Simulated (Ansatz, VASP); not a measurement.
**Al in VASP and in Ansatz**

```
CELL_PARAMETERS angstrom
0.00000 1.99727 1.99727
1.99727 0.00000 1.99727
1.99727 1.99727 0.00000
ATOMIC_POSITIONS crystal
Al 0.00000 0.00000 0.00000
```

Alike in both runs: functional r2SCAN; k mesh 20 × 20 × 20; occupations fermi-dirac, width 0.15 eV; no spin polarisation.

Ansatz relaxed the structure, and its values are those at the end. VASP's run is a single point on that final structure, the one shown.

|  | VASP | Ansatz |
| --- | --- | --- |
| version | VASP 6.6.1 | Ansatz 0.2.0 |
| potentials or method | VASP PAW PBE potentials, release 64 (Al) | scalar-relativistic, plane waves, PAW |
| plane-wave cutoff (eV) | 520 | 500 |
| valence electrons in the cell | 3 | 3 |

|  | VASP | Ansatz | Ansatz less VASP |
| --- | --- | --- | --- |
| gap on the k mesh at the Fermi level (eV) | none | none | - |
| pressure (GPa) | -0.3 | 0.0 | +0.32 |

A gap of «none» marks a metal or a gap that the smearing closes. With one functional, cell and mesh, what is left measures potentials, basis and numerics.

Caveats: the PAW data sets were made with another functional, which shifts forces and pressure a little (VASP).
